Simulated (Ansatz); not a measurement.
Input of an Ansatz 0.2.0 run:

input.yaml

```yaml
crystal:
  lattice:
    - [3.5432, 0.0, 0.0]
    - [-1.7716, 3.0685012107, 0.0]
    - [0.0, 0.0, 5.0388]
  atoms:
    - { symbol: Pt, position: [0.0, 0.0, 0.0] }
    - { symbol: S, position: [0.6666666667, 0.3333333333, 0.773] }
    - { symbol: S, position: [0.3333333333, 0.6666666667, 0.227] }
kpoints:
  mp_grid: { grid: [9, 9, 5] }
  band_path:
    path:
      - [0.0, 0.0, 0.0]
      - [0.5, 0.0, 0.0]
      - [0.3333333333, 0.3333333333, 0.0]
      - [0.0, 0.0, 0.0]
      - [0.0, 0.0, 0.5]
      - [0.5, 0.0, 0.5]
      - [0.3333333333, 0.3333333333, 0.5]
      - [0.0, 0.0, 0.5]
    npoints: 12
scf:
  occupations: { method: fermi_dirac, width: 0.05 }
hamiltonian:
  xc: pbe
  pseudopotentials: { kind: all_electron, lapw: { basis_error: 0.002 } }
output:
  forces: true
  stress: true
  eigenvalues: true
```

Potentials or basis: all-electron LAPW, scalar-relativistic.

Command:

```bash
$ ansatz run input.yaml --threads 2 --pin off --max-ram 8192MiB --backend cpu --events-out ev --progress --plain --runs-dir out
```

Task: Predict the largest force.

Result: 1.257 eV/Å.

Task: Predict the band gap on the k mesh.

Result: 1.03 eV, indirect (least direct gap 1.07 eV).

Task: Predict the band gap along the path.

Result: 1.04 eV, indirect (least direct gap 1.57 eV).

Task: Estimate the pressure.

Result: 11.6 GPa.

Forces on the atoms (eV/Å):
```
Pt   0.000  0.000  0.000
S    0.000  0.000 -1.257
S    0.000  0.000  1.257
```

Caveat: spin-orbit coupling is left out, which moves the levels of the heavy elements; forces of over 1 eV/Å show positions far from the minimum, so gaps and moduli don't describe the material at rest. Expect the measured gap to be larger: semilocal functionals such as PBE lack the derivative discontinuity.
